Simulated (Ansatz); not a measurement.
A surface is cut from this relaxed crystal of SnSe:

```cif
data_structure
_symmetry_space_group_name_H-M 'Fm-3m'
_symmetry_Int_Tables_number 225
_cell_length_a 6.0616
_cell_length_b 6.0616
_cell_length_c 6.0616
_cell_angle_alpha 90.000
_cell_angle_beta 90.000
_cell_angle_gamma 90.000
_cell_volume 222.72
loop_
_atom_site_label
_atom_site_type_symbol
_atom_site_symmetry_multiplicity
_atom_site_Wyckoff_symbol
_atom_site_fract_x
_atom_site_fract_y
_atom_site_fract_z
_atom_site_occupancy
Sn1 Sn 4 a 0.00000 0.00000 0.00000 1
Se1 Se 4 b 0.50000 0.00000 0.00000 1
```

Miller indices refer to the conventional cell of Fm-3m (No. 225), a = 6.062 Å, b = 6.062 Å, c = 6.062 Å, α = 90.00°, β = 90.00°, γ = 90.00°. The bulk's gap is 0.00 eV.

All numbers below come from DFT PBE, scalar-relativistic, plane waves, PAW in Ansatz. Cutoff 420 eV, Gaussian smearing of 0.05 eV, no spin polarisation. A dipole correction acts along the normal.

The slab isn't stoichiometric, so its surface energy depends on the chemical potentials; it is given with the excess atoms taken from the element's standard state, a limit at which the compound may itself be unstable, so the figure can be too low.

A relaxed slab with low-index faces, about a nanometre thick, has these properties:

| Quantity | Value |
| --- | --- |
| Surface energy with the excess atoms taken from the elements | 0.08 J/m² |
| Gap of the slab on the mesh | none (metal or semimetal) |
| Work function | 5.53 eV |

**Question.** Which low-index plane was cut, and which atoms end it?

**Answer.** The (111) plane, with Se in the top plane and Se in the bottom one as cut, before relaxation. The planes from bottom to top: Se, Sn, Se, Sn, Se, Sn, Se, Sn, Se.

The smearing is narrow for a metal on this mesh.

The reference crystal is the rock-salt form of SnSe, which isn't its usual structure. Closed-shell ions balance this formula, and semilocal functionals make gaps too small, so «metal» can mean here that the functional has closed a real gap.